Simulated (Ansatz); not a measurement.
# Al (P6_3/mmc) in Ansatz: relaxation of cell and atoms with HF

Aim: the relaxation of cell and atoms of Al with HF.

All numbers are computed with Ansatz 0.2.0; they aren't measurements. Logs are shortened: lines on timing, memory, paths and dates and some standing lists are left out, and cuts for length are marked.

## 1. The crystal as given

Symmetry: P6_3/mmc, No. 194, hexagonal system. The conventional cell has a = 2.812 Å, b = 2.812 Å, c = 4.867 Å, α = 90.00°, β = 90.00°, γ = 120.00°. Al (site symmetry -6m2) has 12 Al at 2.81 to 2.93 Å as nearest neighbours.

This isn't the form of Al at room conditions, which is fcc.

## 2. Relaxation of cell and atoms, HF

input reads:

```
crystal:
  lattice:
    - [2.8124553515, 0.0, 0.0]
    - [-1.4062276757, 2.4356577814, 0.0]
    - [0.0, 0.0, 4.86685]
  atoms:
    - { symbol: Al, position: [0.3333333333, 0.6666666667, 0.25] }
    - { symbol: Al, position: [0.6666666667, 0.3333333333, 0.75] }
hamiltonian:
  xc: hf
  pseudopotentials: { kind: paw }
kpoints:
  mp_grid: { grid: [6, 6, 3] }
scf:
  occupations: { method: fermi_dirac, width: 0.05 }
output:
  forces: true
  stress: true
  eigenvalues: true
relax:
  f_tol: 0.01
  max_steps: 40
  cell: { stress_tol: 0.05 }
```

Potentials or basis: Ansatz PAW.

What it wrote:

```text
GPUs: using 1 of 1 available (devices: 1).
Engine: ansatz 0.2.0, x86_64-unknown-linux-gnu
Pseudopotentials: kind: paw
Pseudopotential: Al, paw, valence charge 3, recommended cutoff 420 eV (normal), Al.paw.azcp
Functional definition: HF
  exchange = exact_x
  correlation = 0
device memory: the entry about to start is reckoned to put 0.5 GiB on a device that reports 54.8 GiB free (of which the cap on the GPU budget leaves the run 18.0 GiB)
GPU FFT provider: cuFFT
GPU libraries: cuBLAS 13.8.2, cuFFT 12.4.0, cuSOLVER 12.3.4
Crystal: 2 atoms, lattice volume = 33.339 Å³
Basis set: ecut = 420 eV, 665 PW (Γ)
Bands: 7, of which v1, the nominal top of the filled ones, is band 3 counted from 1 (2 counted from 0)
Symmetry: 24 space group operations
Space group: P63/mmc (ITA 194), of the structure as read, at distance tolerance 3.2e-5 Å
k-points: 14 of 108
Non-local potential: Al, projectors of the file, l = 0: 2, l = 1: 2, l = 2: 1
PAW form: soft (Blöchl's): semilocal exchange-correlation on the pseudo side does not see the compensation charge
PAW frozen core: Al, regenerated for the run's functional, and the local potential with it (the file was generated under x = pbe(κ = 0.804, μ = 0.2195149727645171), c = pbe(β = 0.06672455060314922))
PAW one-centre angular grid: Al, 110 points (default); XC on 64 Gauss nodes
Initial density: superposition of atomic densities (neutral atoms: chi_scale 0, normalization atom), corrected by the library's trained network
Initial wavefunctions: pseudopotential atomic-orbital guess
GPU buffer pool allocated for 14400 grid points (all kernels)
GPU transforms: local potential and band sums: pruned to the plane-wave sphere, on 20×20×36
Functional: x = pbe(κ = 0.804, μ = 0.2195149727645171), c = none, warm-up for x = 0 pbe(κ = 0.804, μ = 0.2195149727645171) + 1 exact, c = none
SCF iter   1: F=—  HF=-1046.834968 eV  |F-HF|=—  |Δ(HF+E_count)|=         —  Δρ=3.05e-3  dr2=3.60e-3  ethr=1.77e-3  ⟨swp⟩=9.0  Hψ=601  notcnv=0
preconditioner: auto → none  [insulator: Δε(μ)=0.356 eV  Ē_g=8.930 eV  σ=0.050 eV  W_gap=0.92  n_scr=2 (ndim 8)  ℏωp=15.8 eV  f_vac=0.000  D(μ)=1.11/eV (n_scr^D=2)]
SCF iter   2: F=—  HF=-1046.835103 eV  |F-HF|=—  |Δ(HF+E_count)|=   1.35e-4  Δρ=1.50e-3  dr2=8.54e-4  ethr=6.01e-5  ⟨swp⟩=3.5  Hψ=224  notcnv=0  defer=3
iter 3 solved again at ethr=4.05e-8 eV; its pass at ethr=1.42e-5 eV (dr2=2.43e-6 eV) is discarded
SCF iter   3: F=—  HF=-1046.835210 eV  |F-HF|=—  |Δ(HF+E_count)|=   1.07e-4  Δρ=1.19e-4  dr2=3.92e-6  ethr=4.05e-8  ⟨swp⟩=5.1  Hψ=464  notcnv=0
eigensolver tolerance schedule calibrated: the retry pair's looser diagonalisation under-reported the residual by θ = 0.38 (0.15/decade); ethr = c·dr2/N_el runs at the constant in force after the calibration composes with the one it found (an armed cap, an earlier calibration), c = 4.5e-2
SCF iter   4: F=—  HF=-1046.835214 eV  |F-HF|=—  |Δ(HF+E_count)|=   3.68e-6  Δρ=1.67e-5  dr2=7.15e-8  ethr=2.94e-8  ⟨swp⟩=3.1  Hψ=199  notcnv=0
SCF iter   5: F=—  HF=-1046.835214 eV  |F-HF|=—  |Δ(HF+E_count)|=   9.93e-8  Δρ=4.77e-6  dr2=8.95e-9  ethr=5.36e-10  ⟨swp⟩=3.4  Hψ=202  notcnv=0
SCF iter   6: F=—  HF=-1046.835214 eV  |F-HF|=—  |Δ(HF+E_count)|=   1.86e-9  Δρ=3.16e-7  dr2=3.11e-11  ethr=6.71e-11  ⟨swp⟩=2.5  Hψ=157  notcnv=0
SCF iter   7: F=-1046.835214 eV  HF=-1046.835214 eV  |F-HF|=0.00e0  |Δ(HF+E_count)|=  6.66e-11  Δρ=6.46e-8  dr2=1.21e-12  ethr=1.00e-12  ⟨swp⟩=4.2  Hψ=232  notcnv=0
SCF 1 converged in 7 iterations: F = -1046.835214 eV  dr2 = 1.21e-12
device memory: the entry about to start is reckoned to put 1.2 GiB on a device that reports 49.3 GiB free (of which the cap on the GPU budget leaves the run 18.0 GiB)
GPU FFT provider: cuFFT
GPU libraries: cuBLAS 13.8.2, cuFFT 12.4.0, cuSOLVER 12.3.4
Initial density: handed on by an earlier stage of this run
Initial wavefunctions: those handed on with the density
GPU buffer pool allocated for 14400 grid points (all kernels)
GPU transforms: local potential and band sums: pruned to the plane-wave sphere, on 20×20×36
Functional: x = 0 pbe(κ = 0.804, μ = 0.2195149727645171) + 1 exact, c = none
Exchange kernel: α = 1.0000, full range, Wigner–Seitz truncation, v(0) = 8087.9218 eV·Å³, q-mesh 6×6×3, nearest image of the exchange supercell L = 14.60 Å, pair-density grid 15×15×24, without the augmentation charges, whose exchange is taken in its separable form by FFT convolution over the k-point mesh (sized by the pseudopotential files, 18×18×36 at the most), smooth part of the exact exchange by density-matrix convolution in up to 690.9 MiB of GPU memory as planned if the GPU has room (build and FFT work areas not counted)
Frozen-core exchange: fock
iter 1 solved again at ethr=5.79e-5 eV; its pass at ethr=1.00e-1 eV (dr2=7.73e-3 eV) is discarded
SCF iter   1: F=—  HF=-1050.697979 eV  |F-HF|=—  |Δ(HF+E_count)|=         —  Δρ=4.79e-3  dr2=1.98e-2  ethr=5.79e-5  ⟨swp⟩=4.9  Hψ=607  notcnv=0
[... 324 lines left out ...]
device memory: the entry about to start is reckoned to put 1.2 GiB on a device that reports 65.6 GiB free (of which the cap on the GPU budget leaves the run 18.0 GiB)
GPU FFT provider: cuFFT
GPU libraries: cuBLAS 13.8.2, cuFFT 12.4.0, cuSOLVER 12.3.4
GPU buffer pool allocated for 14400 grid points (all kernels)
GPU transforms: local potential and band sums: pruned to the plane-wave sphere, on 20×20×36
Exchange kernel: α = 1.0000, full range, Wigner–Seitz truncation, v(0) = 8605.7668 eV·Å³, q-mesh 6×6×3, nearest image of the exchange supercell L = 14.78 Å, pair-density grid 15×15×24, without the augmentation charges, whose exchange is taken in its separable form by FFT convolution over the k-point mesh (sized by the pseudopotential files, 18×18×36 at the most), smooth part of the exact exchange by density-matrix convolution in up to 778.6 MiB of GPU memory as planned if the GPU has room (build and FFT work areas not counted)
Frozen-core exchange: fock
iter 1 solved again at ethr=1.00e-12 eV; its pass at ethr=1.00e-1 eV (dr2=1.55e-11 eV) is discarded
SCF iter   1: F=—  HF=-1050.816616 eV  |F-HF|=—  |Δ(HF+E_count)|=         —  Δρ=1.02e-6  dr2=4.10e-11  ethr=1.00e-12  ⟨swp⟩=18.1  Hψ=1276  notcnv=20  reapply=3
preconditioner: auto → none  [insulator: Δε(μ)=1.017 eV  Ē_g=15.871 eV  σ=0.050 eV  W_gap=0.75  n_scr=2 (ndim 8)  ℏωp=14.4 eV  f_vac=0.000  D(μ)=0.83/eV (n_scr^D=2)]
SCF iter   2: F=-1050.816616 eV  HF=-1050.816616 eV  |F-HF|=8.64e-12  |Δ(HF+E_count)|=  2.82e-11  Δρ=5.11e-7  dr2=1.24e-11  ethr=1.00e-12  ⟨swp⟩=2.7  Hψ=158  notcnv=0
SCF 21 converged in 2 iterations: F = -1050.816616 eV  dr2 = 1.24e-11
hybrid outer 1: dexx = +2.667e-8 eV, tail = 2.67e-8 eV
GPU FFT provider: cuFFT
GPU libraries: cuBLAS 13.8.2, cuFFT 12.4.0, cuSOLVER 12.3.4
GPU buffer pool allocated for 14400 grid points (all kernels)
GPU transforms: local potential and band sums: pruned to the plane-wave sphere, on 20×20×36
Exchange kernel: α = 1.0000, full range, Wigner–Seitz truncation, v(0) = 8605.7668 eV·Å³, q-mesh 6×6×3, nearest image of the exchange supercell L = 14.78 Å, pair-density grid 15×15×24, without the augmentation charges, whose exchange is taken in its separable form by FFT convolution over the k-point mesh (sized by the pseudopotential files, 18×18×36 at the most), smooth part of the exact exchange by density-matrix convolution in up to 778.6 MiB of GPU memory as planned if the GPU has room (build and FFT work areas not counted)
Frozen-core exchange: fock
SCF iter   1: F=—  HF=-1050.816616 eV  |F-HF|=—  |Δ(HF+E_count)|=         —  Δρ=5.30e-7  dr2=1.15e-11  ethr=2.91e-11  ⟨swp⟩=14.6  Hψ=684  notcnv=3
preconditioner: auto → none  [insulator: Δε(μ)=1.017 eV  Ē_g=14.774 eV  σ=0.050 eV  W_gap=0.75  n_scr=2 (ndim 8)  ℏωp=14.4 eV  f_vac=0.000  D(μ)=0.83/eV (n_scr^D=2)]
SCF iter   2: F=-1050.816616 eV  HF=-1050.816616 eV  |F-HF|=2.50e-12  |Δ(HF+E_count)|=  8.19e-12  Δρ=2.64e-7  dr2=3.34e-12  ethr=1.00e-12  ⟨swp⟩=2.0  Hψ=143  notcnv=0
SCF 22 converged in 2 iterations: F = -1050.816616 eV  dr2 = 3.34e-12
  Residual-converged pass: ⟨swp⟩=3.2  Hψ=193  notcnv=0  max |occ|·‖R‖ = 9.1e-9 eV (tolerance 1.0e-8 eV)  dr2=3.29e-12  dr2_onsite=2.09e-13  max |Δocc| = 2.8e-18
hybrid outer 2: dexx = +2.828e-12 eV, tail = 7.13e-12 eV, Δε = 1.87e-6 eV (about 2.73e-7 eV left of the loop's levels)
relax step   7: F+E_penalty+E_count = -1050.81661568 eV  Δ(F+E_penalty+E_count) = -4.896e-6 eV  max|allowed force component| = 6.708e-17 eV/Å  Δτ_max = 0.0000 Å  P = +0.014 GPa  Ω = 36.621 Å³  stress off target by 1.63e-2 GPa  SCF on the basis re-selected at this cell (its energy is not comparable with the rows above)  (4 SCF iters)
basis re-selected at this cell: Δ(F+E_penalty+E_count) = -4.896e-6 eV, ΔP = -0.001 GPa vs the last step (what re-selecting the basis moved, of the pressure what is left beyond the Pulay correction that the steps carried, after the strain that the cell walked since its last selection, with what the two solves' SCF thresholds leave and, on support functions, any second-order correction that the steps lacked; it is no measure of the basis error at this ecutwfc). This SCF's stress stands 1.63e-2 GPa from its target on what of the cell is left free (relax.cell.stress_tol is 5.00e-2 GPa) and its largest allowed force component is 6.71e-17 eV/Å (relax.f_tol is 1.00e-2 eV/Å): within both
hybrid SCF converged: 2 outer / 4 inner (+0 warm-up), last move |dexx| = 2.83e-12 eV, tail = 7.13e-12 eV
Stability not checked: this state was not tested for a lower state beside it, because the functional holds exact exchange (a hybrid, or Hartree-Fock), whose exchange loop this test does not read (fock_operator; see scf.lower_state_search)
Free energy (F): -1050.816616 eV
Frozen-core exchange: fock
Harris-Foulkes:  -1050.816616 eV  (|F-HF|=2.50e-12)
Internal energy: -1050.810367 eV  (E = F + TS)
E sigma→0 (E₀):  -1050.813491 eV
Entropy (-TS):   -0.006249 eV (-3.125 meV/atom)
Fermi energy:    9.004556 eV
--- Per-component energies (eV) ---
  E_band       = 2.169366
  E_kinetic    = 43.025342
  E_local      = 17.078904  (includes V_loc(G=0)·N_el)
  E_nonlocal   = 19.015643
  E_hartree    = 0.185925
  E_xc         = 0.000000
  E_vxc        = 0.000000  (∫ρ·V_xc dr)
  E_exx        = -34.989941  (= α·E_x^exact, valence–valence)
  E_paw        = -952.869038  (= ΣΔE_a)
  E_vpaw       = -7.342487  (= ΣTr[D̂ρ^β])
  E_aug_tail   = -0.000004  (compensation charges beyond the density's cutoff)
  E_ewald      = -141.994019
  E_core_change = -0.263179  (= ΣΔE_core)
  E_smearing   = -0.006249  (= −TS)
  E_closure    = 0.000000  (closes the sum)
  Σ components = -1050.816616   (vs F -1050.816616, Δ=-2.27e-13)
--- Forces (eV/Å), atoms counted from 1 ---
  atom   1  Al     0.00000000     0.00000000     0.00000000
  atom   2  Al    -0.00000000    -0.00000000     0.00000000
  max |Σ_I F_I| component: 4.63e-18 eV/Å
--- Stress (GPa, compression-positive) ---
        0.016251       0.000000       0.000000
        0.000000       0.016251       0.000000
        0.000000       0.000000       0.008420
  P = ⅓ Tr σ = 0.0136 GPa (0.136 kbar)
--- Band table (eV; the first three rows and the last of 14) ---
  k-point 0: bands = ["-9.7693", "-0.4024", "-0.0626", "23.7641", "23.7641", "24.1450", "24.1450"]
  k-point 1: bands = ["-8.7530", "-5.7092", "8.0422", "17.9299", "24.3843", "24.3843", "24.7926"]
  k-point 2: bands = ["-8.8595", "0.7230", "1.0336", "16.8137", "20.6931", "21.9555", "23.6660"]
  k-point 13: bands = ["3.0768", "3.0768", "3.7835", "7.0354", "7.0354", "7.1722", "19.8368"]
--- Relaxed structure (5 steps of the walk, 5 accepted, 2 SCFs on fresh bases) ---
  F+E_penalty+E_count = -1050.81661568 eV   max|allowed force component| = 6.708e-17 eV/Å   (the final SCF, on the basis selected at the relaxed cell)
  cell:  # Å, volume = 36.6208 Å³
    - [2.9299888748622287, -3.0073860864491083e-11, 2.878426033343994e-29]
    - [-1.4649944374050696, 2.537444798451512, -2.4281057512987644e-18]
    - [1.1649263872104378e-32, -4.8517597857385674e-18, 4.9256671861734045]
  atoms:
    - { symbol: Al, position: [0.33333333333333337, 0.6666666666666667, 0.25] }
    - { symbol: Al, position: [0.6666666666666667, 0.3333333333333334, 0.75] }
```

Wall time 1.8 min (1 × NVIDIA H100 80GB HBM3 with 2 threads of AMD EPYC 7R13 (Zen 3), shared host); peak memory 1.5 GiB.

Results:

| Item | Value |
| --- | --- |
| Free energy | -1050.8166 eV |
| Relaxed volume | 18.31 Å³/atom |
| Relaxed cell | a = 2.930 Å, b = 2.930 Å, c = 4.926 Å, α = 90.00°, β = 90.00°, γ = 120.00° |
| Space group after relaxing (to 0.05 Å) | P6_3/mmc (No. 194) |
| Energy gained by relaxing | 48.3 meV/atom |
| Ionic steps | 7 |
| Pressure after relaxing | 0.0 GPa |
| Band gap on the k mesh | none (metal or under the smearing width) |

The path:
```csv
step,energy change (eV),largest force (eV/Å),volume (Å³)
1,0.0000,0.0000,33.34
2,-0.0828,0.0000,36.45
3,-0.0946,0.0000,36.52
4,-0.0947,0.0000,36.57
5,-0.0965,0.0000,36.57
6,-0.0965,0.0000,36.62
7,-0.0965,0.0000,36.62
```

Final structure:
```
Al
1.0
     2.92999    0.00000    0.00000
    -1.46499    2.53744    0.00000
     0.00000    0.00000    4.92567
Al
2
Direct
  0.33333 0.66667 0.25000
  0.66667 0.33333 0.75000
```

Levels at points of the mesh, in eV from the Fermi level:
```csv
k point,band 1,band 2,band 3,band 4,band 5,band 6,band 7
"(0.00, 0.00, 0.00)",-18.77,-9.41,-9.07,14.76,14.76,15.14,15.14
"(0.00, -0.50, 0.00)",-10.23,-9.83,1.06,1.40,2.33,2.77,8.95
```

Caveat: the k mesh is coarse (spacing up to 0.43 Å⁻¹), so the values aren't converged, least of all with exact exchange; the plane-wave basis is chosen anew once the cell has moved, so the energies of steps on either side of that aren't comparable; the PAW data sets come from PBE, with cores solved anew for the run's functional, which leaves a small shift of forces and pressure.
